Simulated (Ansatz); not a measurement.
# CdTe: pressure up to the limit of the methods

Aim: compress CdTe (rocksalt type) step by step, far beyond the usual range, and follow pressure and electronic structure. The runs shown use PAW. Its runs: cell relaxed at zero pressure (PAW); volume scaled by 1 (PAW); volume scaled by 0.95 (PAW); volume scaled by 0.85 (PAW); volume scaled by 0.75 (PAW); volume scaled by 0.65 (PAW); volume scaled by 0.55 (PAW); volume scaled by 0.45 (PAW); volume scaled by 0.4 (PAW and PAW (core large)).

Program: Ansatz 0.2.0. Level of theory: DFT r²SCAN, with the methods named in each step. These are calculated values, not measurements.

**1. The starting structure**

It takes space group Fm-3m (No. 225, cubic). The conventional cell has a = 5.796 Å, b = 5.796 Å, c = 5.796 Å, α = 90.00°, β = 90.00°, γ = 90.00°. Cd (site symmetry m-3m) is surrounded by 6 Te at 2.90 Å. Around Te (site symmetry m-3m) lie 6 Cd at 2.90 Å.

As a file:

```
Cd Te
1.0
     0.00000    2.89816    2.89816
     2.89816    0.00000    2.89816
     2.89816    2.89816    0.00000
Cd Te
1 1
Cartesian
  0.0000 0.0000 0.0000
  2.8982 2.8982 2.8982
```

Whether this phase is the stable one at these pressures isn't tested.

Atoms are numbered in the order of the input: Cd1, Te2.

**2. Cell relaxed at zero pressure, PAW**

input.yaml reads:

```yaml
crystal:
  lattice:
    - [0.0, 2.8981565878, 2.8981565878]
    - [2.8981565878, 0.0, 2.8981565878]
    - [2.8981565878, 2.8981565878, 0.0]
  atoms:
    - { symbol: Cd, position: [0.0, 0.0, 0.0] }
    - { symbol: Te, position: [0.5, 0.5, 0.5] }
kpoints:
  mp_grid: { grid: [13, 13, 13] }
scf:
  occupations: { method: fermi_dirac, width: 0.08 }
hamiltonian:
  xc: r2scan
  pseudopotentials: { kind: paw }
output:
  forces: true
  stress: true
relax:
  f_tol: 0.005
  max_steps: 40
  cell: {}
```

Run with:

```sh
$ ansatz run input.yaml --threads 1 --pin off --max-ram 2048MiB --backend cpu --events-out ev --progress --plain --runs-dir out
```

Output (excerpt; [...] marks lines left out):

```text
[...]
Pseudopotentials: kind: paw
Pseudopotential: Cd, paw, valence charge 20, recommended cutoff 500 eV (meta_gga)
Pseudopotential: Te, paw, valence charge 16, recommended cutoff 500 eV (meta_gga)
Functional definition: r2SCAN
[...]
Crystal: 2 atoms, lattice volume = 48.685 Å³
Basis set: ecut = 500 eV, 1243 PW (Γ), exchange–correlation on 120×120×120 points (64 copies of the dense FFT grid, shifted against one another)
Bands: 22, of which v1, the nominal top of the filled ones, is band 18 counted from 1 (17 counted from 0)
Symmetry: 48 space group operations
Space group: Fm-3m (ITA 225), of the structure as read, at distance tolerance 3.7e-5 Å
k-points: 84 of 2197
[...]
relax step   2: F+E_penalty+E_count = -15263.80883100 eV  Δ(F+E_penalty+E_count) = -2.209e-1 eV  max|allowed force component| = 3.648e-30 eV/Å  Δτ_max = 0.0000 Å  P = +0.063 GPa  Ω = 56.158 Å³  energy of the carried Pulay correction = -2.391e-3 eV  (9 SCF iters, dr2 threshold 2.00e-7 eV, accepted)
[...]
relax step   3: F+E_penalty+E_count = -15263.80882809 eV  Δ(F+E_penalty+E_count) = +2.908e-6 eV  max|allowed force component| = 9.466e-30 eV/Å  Δτ_max = 0.0000 Å  P = +0.014 GPa  Ω = 56.208 Å³  energy of the carried Pulay correction = -2.406e-3 eV  (4 SCF iters, dr2 threshold 9.79e-9 eV, accepted)
[...]
SCF iter   2: F=—  HF=-15263.812505 eV  |F-HF|=—  |Δ(HF+E_count)|=   1.27e-4  Δρ=1.91e-4  dr2=2.41e-6  dr2_τ=3.61e-6  ethr=2.47e-8  ⟨swp⟩=2.0  Hψ=3130  notcnv=0
```

**3. More of the same log: cell relaxed at zero pressure**

The log, continued:

```text
SCF iter   3: F=—  HF=-15263.812545 eV  |F-HF|=—  |Δ(HF+E_count)|=   4.01e-5  Δρ=2.84e-5  dr2=8.91e-8  dr2_τ=9.73e-8  ethr=6.70e-9  ⟨swp⟩=2.0  Hψ=2610  notcnv=0
SCF iter   4: F=—  HF=-15263.812546 eV  |F-HF|=—  |Δ(HF+E_count)|=   4.17e-7  Δρ=3.17e-6  dr2=6.17e-9  dr2_τ=4.50e-10  ethr=2.48e-10  ⟨swp⟩=2.0  Hψ=3212  notcnv=0
SCF iter   5: F=—  HF=-15263.812546 eV  |F-HF|=—  |Δ(HF+E_count)|=   5.09e-9  Δρ=4.73e-7  dr2=1.53e-10  dr2_τ=9.34e-12  ethr=1.71e-11  ⟨swp⟩=2.0  Hψ=2403  notcnv=0
SCF iter   6: F=-15263.812546 eV  HF=-15263.812546 eV  |F-HF|=3.64e-12  |Δ(HF+E_count)|=  7.64e-11  Δρ=1.38e-7  dr2=7.94e-12  dr2_τ=2.94e-13  ethr=1.00e-12  ⟨swp⟩=7.0  Hψ=8546  notcnv=0
SCF 4 converged in 6 iterations: F = -15263.812546 eV  dr2 = 7.94e-12
relax step   4: F+E_penalty+E_count = -15263.81254562 eV  Δ(F+E_penalty+E_count) = -3.718e-3 eV  max|allowed force component| = 7.823e-30 eV/Å  Δτ_max = 0.0000 Å  P = +0.067 GPa  Ω = 56.208 Å³  stress off target by 6.70e-2 GPa  SCF on the basis re-selected at this cell (its energy is not comparable with the rows above)  (6 SCF iters)
basis re-selected at this cell: Δ(F+E_penalty+E_count) = -3.718e-3 eV, ΔP = +0.053 GPa vs the last step (what re-selecting the basis moved, of the pressure what is left beyond the Pulay correction that the steps carried, after the strain that the cell walked since its last selection, with what the two solves' SCF thresholds leave and, on support functions, any second-order correction that the steps lacked; it is no measure of the basis error at this ecutwfc). The dense FFT grid was sized anew with the basis: this SCF ran on 32×32×32 points, the steps before it on 30×30×30, so part of this shift can come from that change (see relax.cell in the input reference). This SCF's stress stands 6.70e-2 GPa from its target on what of the cell is left free (relax.cell.stress_tol is 5.00e-2 GPa) and its largest allowed force component is 7.82e-30 eV/Å (relax.f_tol is 5.00e-3 eV/Å): not within both, so this SCF does not close the relaxation
Crystal: 2 atoms, lattice volume = 56.277 Å³
Basis set: ecut = 500 eV, 1459 PW (Γ), exchange–correlation on 128×128×128 points (64 copies of the dense FFT grid, shifted against one another)
iter 1 solved again at ethr=6.58e-9 eV; its pass at ethr=3.10e-3 eV (dr2=2.37e-6 eV) is discarded
SCF iter   1: F=—  HF=-15263.812488 eV  |F-HF|=—  |Δ(HF+E_count)|=         —  Δρ=5.96e-5  dr2=2.31e-6  dr2_τ=4.05e-5  ethr=6.58e-9  ⟨swp⟩=3.0  Hψ=10380  notcnv=0
preconditioner: auto → Kerker (q_TF=auto, 2.533 Å⁻¹)  [metal: Δε(μ)=0.044 eV  Ē_g=12.164 eV  σ=0.080 eV  W_gap=0.14  n_scr=14 (ndim 8)  ℏωp=21.0 eV  f_vac=0.027  D(μ)=0.62/eV (n_scr^D=0)]
SCF iter   2: F=—  HF=-15263.812538 eV  |F-HF|=—  |Δ(HF+E_count)|=   4.99e-5  Δρ=2.54e-5  dr2=3.55e-7  dr2_τ=4.05e-8  ethr=6.41e-9  ⟨swp⟩=2.3  Hψ=3407  notcnv=0
SCF iter   3: F=—  HF=-15263.812538 eV  |F-HF|=—  |Δ(HF+E_count)|=   7.12e-9  Δρ=1.61e-5  dr2=1.59e-7  dr2_τ=3.71e-9  ethr=9.86e-10  ⟨swp⟩=2.2  Hψ=3092  notcnv=0
SCF iter   4: F=—  HF=-15263.812538 eV  |F-HF|=—  |Δ(HF+E_count)|=   2.31e-8  Δρ=5.82e-6  dr2=2.95e-8  dr2_τ=4.72e-10  ethr=4.42e-10  ⟨swp⟩=2.8  Hψ=3038  notcnv=0
SCF iter   5: F=-15263.812538 eV  HF=-15263.812538 eV  |F-HF|=1.75e-10  |Δ(HF+E_count)|=  9.66e-10  Δρ=1.34e-6  dr2=9.69e-10  dr2_τ=4.99e-11  ethr=3.12e-11  ⟨swp⟩=4.7  Hψ=6071  notcnv=0
SCF 5 converged in 5 iterations: F = -15263.812538 eV  dr2 = 9.69e-10
relax step   5: F+E_penalty+E_count = -15263.81253804 eV  Δ(F+E_penalty+E_count) = +7.582e-6 eV  max|allowed force component| = 8.612e-30 eV/Å  Δτ_max = 0.0000 Å  P = +0.001 GPa  Ω = 56.277 Å³  energy of the carried Pulay correction = -2.230e-5 eV  (5 SCF iters, dr2 threshold 1.12e-8 eV, accepted)
iter 1 solved again at ethr=2.85e-8 eV; its pass at ethr=3.10e-3 eV (dr2=1.03e-5 eV) is discarded
SCF iter   1: F=—  HF=-15263.812559 eV  |F-HF|=—  |Δ(HF+E_count)|=         —  Δρ=8.77e-6  dr2=1.92e-9  dr2_τ=3.13e-9  ethr=2.85e-8  ⟨swp⟩=4.0  Hψ=13709  notcnv=0
preconditioner: auto → Kerker (q_TF=auto, 2.533 Å⁻¹)  [metal: Δε(μ)=0.044 eV  Ē_g=12.165 eV  σ=0.080 eV  W_gap=0.14  n_scr=14 (ndim 8)  ℏωp=21.0 eV  f_vac=0.027  D(μ)=0.62/eV (n_scr^D=0)]
SCF iter   2: F=—  HF=-15263.812559 eV  |F-HF|=—  |Δ(HF+E_count)|=   8.26e-7  Δρ=4.48e-6  dr2=7.23e-10  dr2_τ=2.90e-9  ethr=5.34e-12  ⟨swp⟩=3.1  Hψ=4149  notcnv=0
SCF iter   3: F=—  HF=-15263.812559 eV  |F-HF|=—  |Δ(HF+E_count)|=   5.77e-8  Δρ=5.66e-7  dr2=1.56e-10  dr2_τ=4.11e-12  ethr=2.01e-12  ⟨swp⟩=2.0  Hψ=3280  notcnv=0
SCF iter   4: F=—  HF=-15263.812559 eV  |F-HF|=—  |Δ(HF+E_count)|=  6.37e-11  Δρ=3.04e-7  dr2=5.61e-11  dr2_τ=3.83e-12  ethr=1.00e-12  ⟨swp⟩=1.0  Hψ=1848  notcnv=0
SCF iter   5: F=-15263.812559 eV  HF=-15263.812559 eV  |F-HF|=1.82e-11  |Δ(HF+E_count)|=  3.64e-12  Δρ=9.63e-8  dr2=4.45e-12  dr2_τ=7.49e-13  ethr=1.00e-12  ⟨swp⟩=4.9  Hψ=8175  notcnv=0
SCF 6 converged in 5 iterations: F = -15263.812559 eV  dr2 = 4.45e-12
relax step   6: F+E_penalty+E_count = -15263.81255868 eV  Δ(F+E_penalty+E_count) = -2.063e-5 eV  max|allowed force component| = 8.217e-30 eV/Å  Δτ_max = 0.0000 Å  P = +0.001 GPa  Ω = 56.277 Å³  stress off target by 1.43e-3 GPa  SCF on the basis re-selected at this cell (its energy is not comparable with the rows above)  (5 SCF iters)
basis re-selected at this cell: Δ(F+E_penalty+E_count) = -2.063e-5 eV, ΔP = +0.000 GPa vs the last step (what re-selecting the basis moved, of the pressure what is left beyond the Pulay correction that the steps carried, after the strain that the cell walked since its last selection, with what the two solves' SCF thresholds leave and, on support functions, any second-order correction that the steps lacked; it is no measure of the basis error at this ecutwfc). This SCF's stress stands 1.43e-3 GPa from its target on what of the cell is left free (relax.cell.stress_tol is 5.00e-2 GPa) and its largest allowed force component is 8.22e-30 eV/Å (relax.f_tol is 5.00e-3 eV/Å): within both
SCF converged after 5 iterations
Free energy (F): -15263.812559 eV
Harris-Foulkes:  -15263.812559 eV  (|F-HF|=1.82e-11)
Internal energy: -15263.799140 eV  (E = F + TS)
E sigma→0 (E₀):  -15263.805849 eV
Entropy (-TS):   -0.013418 eV (-6.709 meV/atom)
Fermi energy:    10.072308 eV
--- Per-component energies (eV) ---
  E_band       = -733.164706
  E_kinetic    = 685.767338
  E_local      = -4567.695879  (includes V_loc(G=0)·N_el)
  E_nonlocal   = -275.264115
  E_hartree    = 2355.663443
  E_xc         = -283.401580
  E_vxc        = -357.051193  (∫ρ·V_xc dr)
  E_paw        = -8793.368135  (= ΣΔE_a)
  E_vpaw       = -954.135688  (= ΣTr[D̂ρ^β])
  E_aug_tail   = -0.000030  (compensation charges beyond the density's cutoff)
  E_vtau       = 23.887843  (kinetic-family band-sum trace: ∫τ·v_τ [+ j·A + Jᵃ·Aᵃ] dr)
  E_ewald      = -4385.220266
  E_core_change = -0.279915  (= ΣΔE_core)
  E_smearing   = -0.013418  (= −TS)
  E_closure    = -0.000000  (closes the sum)
  Σ components = -15263.812559   (vs F -15263.812559, Δ=0.00e0)
--- Forces (eV/Å), atoms counted from 1 ---
  atom   1  Cd    -0.00000000    -0.00000000     0.00000000
  atom   2  Te     0.00000000     0.00000000     0.00000000
  max |Σ_I F_I| component: 1.30e-29 eV/Å
--- Stress (GPa, compression-positive) ---
        0.001428       0.000000       0.000000
        0.000000       0.001428      -0.000000
        0.000000       0.000000       0.001428
  P = ⅓ Tr σ = 0.0014 GPa (0.014 kbar)
--- Relaxed structure (4 steps of the walk, 4 accepted, 2 SCFs on fresh bases) ---
  F+E_penalty+E_count = -15263.81255868 eV   max|allowed force component| = 8.217e-30 eV/Å   (the final SCF, on the basis selected at the relaxed cell)
  cell:  # Å, volume = 56.2769 Å³
    - [6.432907191530682e-34, 3.041586430609301, 3.041586430609301]
    - [3.041586430609301, 5.366063672143168e-34, 3.041586430609301]
    - [3.041586430609301, 3.041586430609301, 4.538065716797635e-34]
  atoms:
    - { symbol: Cd, position: [7.960589807115627e-36, -7.960589807114053e-36, -7.268364606499347e-36] }
    - { symbol: Te, position: [0.5, 0.5, 0.5] }
```

Wall time 64 s (1 thread of Arm Neoverse V1, shared host); peak memory 0.55 GiB.

Relaxation path:

```csv
step,energy from step 1 (eV/cell),largest force component (eV/Å),pressure (GPa),volume (Å³)
1,0.0000,0.0000,10.90,48.69
2,-0.2209,0.0000,0.06,56.16
3,-0.2209,0.0000,0.01,56.21
4,-0.2247,0.0000,0.07,56.21
5,-0.2247,0.0000,0.00,56.28
6,-0.2247,0.0000,0.00,56.28
```

Step 1 is the start. Steps 4, 6 repeat the geometry before on a plane-wave basis chosen anew for that cell, so the energy can jump there without any move; the table keeps such jumps.

| input's cell | before | after | change |
| --- | --- | --- | --- |
| a (Å) | 4.099 | 4.301 | +4.9 % |
| b (Å) | 4.099 | 4.301 | +4.9 % |
| c (Å) | 4.099 | 4.301 | +4.9 % |
| volume (Å³/atom) | 24.34 | 28.14 | +15.6 % |

**4. Volume scaled by 1, PAW**

input.yaml reads:

```yaml
crystal:
  lattice:
    - [0.0, 3.0415864306, 3.0415864306]
    - [3.0415864306, 0.0, 3.0415864306]
    - [3.0415864306, 3.0415864306, 0.0]
  atoms:
    - { symbol: Cd, position: [0.0, 0.0, 0.0] }
    - { symbol: Te, position: [0.5, 0.5, 0.5] }
kpoints:
  mp_grid: { grid: [13, 13, 13] }
  band_path:
    path:
      - [0.0, 0.0, 0.0]
      - [0.5, 0.0, 0.5]
      - [0.625, 0.25, 0.625]
      - [0.375, 0.375, 0.75]
      - [0.0, 0.0, 0.0]
      - [0.5, 0.5, 0.5]
      - [0.5, 0.25, 0.75]
      - [0.5, 0.0, 0.5]
    npoints: 8
scf:
  occupations: { method: fermi_dirac, width: 0.08 }
hamiltonian:
  xc: r2scan
  pseudopotentials: { kind: paw }
output:
  forces: true
  stress: true
  eigenvalues: true
  populations: true
  dos: { projected: true, de: 0.2, e_range: [-14, 8] }
```

Run with:

```sh
$ ansatz run input.yaml --threads 1 --pin off --max-ram 2048MiB --backend cpu --events-out ev --progress --plain --runs-dir out
```

Output:

```text
Engine: ansatz 0.2.0
[... 4 set-up lines as earlier in the session ...]
  parameter k0 = 0.174
  parameter k1 = 0.065
  parameter a1 = 4.9479
  exchange = r2scan_x(k0 = k0, k1 = k1, a1 = a1)
  correlation = r2scan_c
Crystal: 2 atoms, lattice volume = 56.277 Å³
Basis set: ecut = 500 eV, 1459 PW (Γ), exchange–correlation on 128×128×128 points (64 copies of the dense FFT grid, shifted against one another)
Bands: 22, of which v1, the nominal top of the filled ones, is band 18 counted from 1 (17 counted from 0)
[... 1 set-up line as earlier in the session ...]
Space group: Fm-3m (ITA 225), of the structure as read, at distance tolerance 3.8e-5 Å
k-points: 84 of 2197
Non-local potential: Cd, projectors of the file, l = 0: 3, l = 1: 2, l = 2: 2, l = 3: 1
Non-local potential: Te, projectors of the file, l = 0: 2, l = 1: 2, l = 2: 2, l = 3: 2
PAW form: soft (Blöchl's): semilocal exchange-correlation on the pseudo side does not see the compensation charge
PAW frozen core: Cd, regenerated for the run's functional (the file was generated under x = pbe(κ = 0.804, μ = 0.2195149727645171), c = pbe(β = 0.06672455060314922))
PAW frozen core: Te, regenerated for the run's functional (the file was generated under x = pbe(κ = 0.804, μ = 0.2195149727645171), c = pbe(β = 0.06672455060314922))
PAW one-centre angular grid: Cd, 590 points (default); XC on 160 Gauss nodes
PAW one-centre angular grid: Te, 590 points (default); XC on 160 Gauss nodes
Initial density: superposition of atomic densities (neutral atoms: chi_scale 0, normalization atom), corrected by the library's trained network
Initial wavefunctions: pseudopotential atomic-orbital guess
Functional: x = r2scan, c = r2scan; τ floored in thin density (d = 2e-4 eV/Å³)
SCF iter   1: F=—  HF=-15263.801003 eV  |F-HF|=—  |Δ(HF+E_count)|=         —  Δρ=5.46e-3  dr2=9.60e-3  dr2_τ=1.06e-2  ethr=1.77e-3  ⟨swp⟩=5.7  Hψ=8503  notcnv=0
preconditioner: auto → Kerker (q_TF=auto, 2.533 Å⁻¹)  [metal: Δε(μ)=0.042 eV  Ē_g=12.180 eV  σ=0.080 eV  W_gap=0.13  n_scr=14 (ndim 8)  ℏωp=21.0 eV  f_vac=0.029  D(μ)=0.62/eV (n_scr^D=0)]
SCF iter   2: F=—  HF=-15263.810746 eV  |F-HF|=—  |Δ(HF+E_count)|=   9.74e-3  Δρ=3.42e-3  dr2=4.31e-3  dr2_τ=5.00e-4  ethr=2.67e-5  ⟨swp⟩=2.0  Hψ=3612  notcnv=0
SCF iter   3: F=—  HF=-15263.812464 eV  |F-HF|=—  |Δ(HF+E_count)|=   1.72e-3  Δρ=5.80e-4  dr2=3.69e-4  dr2_τ=5.23e-6  ethr=1.20e-5  ⟨swp⟩=2.0  Hψ=2608  notcnv=0
SCF iter   4: F=—  HF=-15263.812561 eV  |F-HF|=—  |Δ(HF+E_count)|=   9.72e-5  Δρ=1.48e-4  dr2=1.29e-5  dr2_τ=6.09e-7  ethr=1.03e-6  ⟨swp⟩=2.0  Hψ=2717  notcnv=0
SCF iter   5: F=—  HF=-15263.812558 eV  |F-HF|=—  |Δ(HF+E_count)|=   2.98e-6  Δρ=3.07e-5  dr2=7.64e-7  dr2_τ=2.17e-8  ethr=3.57e-8  ⟨swp⟩=2.0  Hψ=2907  notcnv=0
SCF iter   6: F=—  HF=-15263.812559 eV  |F-HF|=—  |Δ(HF+E_count)|=   2.26e-7  Δρ=1.65e-5  dr2=1.76e-7  dr2_τ=2.06e-9  ethr=2.78e-10  ⟨swp⟩=6.6  Hψ=8158  notcnv=0
SCF iter   7: F=-15263.812559 eV  HF=-15263.812559 eV  |F-HF|=1.11e-9  |Δ(HF+E_count)|=   1.96e-8  Δρ=7.47e-6  dr2=3.57e-8  dr2_τ=1.09e-9  ethr=2.78e-10  ⟨swp⟩=4.4  Hψ=6351  notcnv=0
SCF 1 converged in 7 iterations: F = -15263.812559 eV  dr2 = 3.57e-8
NSCF: frozen V_eff on 57 k-points
SCF converged after 7 iterations
Free energy (F): -15263.812559 eV
Harris-Foulkes:  -15263.812559 eV  (|F-HF|=1.11e-9)
Internal energy: -15263.799140 eV  (E = F + TS)
E sigma→0 (E₀):  -15263.805849 eV
Entropy (-TS):   -0.013418 eV (-6.709 meV/atom)
Fermi energy:    10.072343 eV
--- Per-component energies (eV) ---
  E_band       = -733.157799
  E_kinetic    = 685.767053
  E_local      = -4567.688517  (includes V_loc(G=0)·N_el)
  E_nonlocal   = -275.265773
  E_hartree    = 2355.656871
  E_xc         = -283.401785
  E_vxc        = -357.051503  (∫ρ·V_xc dr)
  E_paw        = -8793.366778  (= ΣΔE_a)
  E_vpaw       = -954.134500  (= ΣTr[D̂ρ^β])
  E_aug_tail   = -0.000030  (compensation charges beyond the density's cutoff)
  E_vtau       = 23.887866  (kinetic-family band-sum trace: ∫τ·v_τ [+ j·A + Jᵃ·Aᵃ] dr)
  E_ewald      = -4385.220266
  E_core_change = -0.279915  (= ΣΔE_core)
  E_smearing   = -0.013418  (= −TS)
  E_closure    = 0.000000  (closes the sum)
  Σ components = -15263.812559   (vs F -15263.812559, Δ=0.00e0)
--- Forces (eV/Å), atoms counted from 1 ---
  atom   1  Cd    -0.00000000    -0.00000000    -0.00000000
  atom   2  Te     0.00000000    -0.00000000     0.00000000
  max |Σ_I F_I| component: 2.93e-29 eV/Å
--- Stress (GPa, compression-positive) ---
        0.001381       0.000000      -0.000000
        0.000000       0.001381       0.000000
        0.000000       0.000000       0.001381
  P = ⅓ Tr σ = 0.0014 GPa (0.014 kbar)
--- Band table (eV; the first three rows and the last of 84) ---
  k-point 0: bands = ["-95.2104", "-55.3662", "-55.3662", "-55.3662", "-26.8659", "-26.8659", "-26.8565", "-26.8565", "-26.8565", "-1.9666", "1.3422", "1.3422", "1.3817", "1.3817", "1.3817", "9.5449", "9.5449", "9.5449", "11.0297", "17.6414", "17.6414", "17.6414"]
  k-point 1: bands = ["-95.2104", "-55.3663", "-55.3662", "-55.3662", "-26.8659", "-26.8659", "-26.8564", "-26.8564", "-26.8564", "-1.9162", "1.3340", "1.3340", "1.3798", "1.3852", "1.3852", "8.8880", "9.5646", "9.5646", "11.6412", "17.0689", "17.5201", "17.5201"]
  k-point 2: bands = ["-95.2104", "-55.3663", "-55.3663", "-55.3663", "-26.8658", "-26.8658", "-26.8563", "-26.8562", "-26.8562", "-1.7700", "1.3091", "1.3091", "1.3739", "1.3973", "1.3973", "7.8294", "9.6221", "9.6221", "12.5263", "16.3573", "16.7999", "16.7999"]
  k-point 83: bands = ["-95.2104", "-55.3664", "-55.3664", "-55.3664", "-26.8661", "-26.8651", "-26.8558", "-26.8554", "-26.8541", "-0.9663", "1.2663", "1.3819", "1.4025", "1.4998", "2.0681", "6.2756", "6.8709", "7.0952", "12.6146", "15.3342", "16.8717", "17.6244"]
--- Löwdin populations: 2 sites ---
  site symbol       q [e]
     0     Cd     18.8498
     1     Te     16.9617
  spilling = 0.005238 (of n_electrons = 36.000000)
```

It took 19 s on 1 thread of Arm Neoverse V1, shared host; peak memory 0.53 GiB.

Result: pressure 0.00 GPa; no gap.

At the corners of the path (eV, zero at the Fermi level):

```csv
point,band 15,band 16,band 17,band 18,band 19,band 20,band 21
Γ,-8.69,-0.53,-0.53,-0.53,0.96,7.57,7.57
X,-7.81,-4.26,-2.18,-2.18,-0.98,4.59,9.94
U,-8.04,-3.92,-3.76,-1.54,1.00,5.90,7.48
K,-8.04,-3.92,-3.76,-1.54,1.00,5.90,7.48
Γ,-8.69,-0.53,-0.53,-0.53,0.96,7.57,7.57
L,-8.61,-5.30,-0.08,-0.08,3.21,4.38,4.38
W,-7.97,-3.41,-3.35,-3.35,2.62,5.25,7.11
X,-7.81,-4.26,-2.18,-2.18,-0.98,4.59,9.94
```

States per cell, counted by energy window (eV from the Fermi level, on a grid of 0.20 eV):

```csv
from,to,total,Cd 4d,Te 5p,Cd 5s
-10,-9,0.00,0.00,0.00,0.00
-9,-8,9.73,9.43,0.15,0.02
-8,-7,0.27,0.21,0.00,0.00
-7,-6,0.00,0.00,0.00,0.00
-6,-5,0.05,0.00,0.03,0.02
-5,-4,1.09,0.03,0.68,0.33
-4,-3,0.89,0.02,0.64,0.17
-3,-2,1.08,0.02,0.92,0.09
-2,-1,1.46,0.03,1.31,0.04
-1,0,1.44,0.04,1.31,0.04
0,1,0.22,0.00,0.09,0.11
1,2,0.38,0.00,0.12,0.19
2,3,0.81,0.00,0.26,0.35
3,4,0.60,0.00,0.14,0.20
4,5,0.81,0.00,0.04,0.04
```

(Part 1 of 3 ends here.)
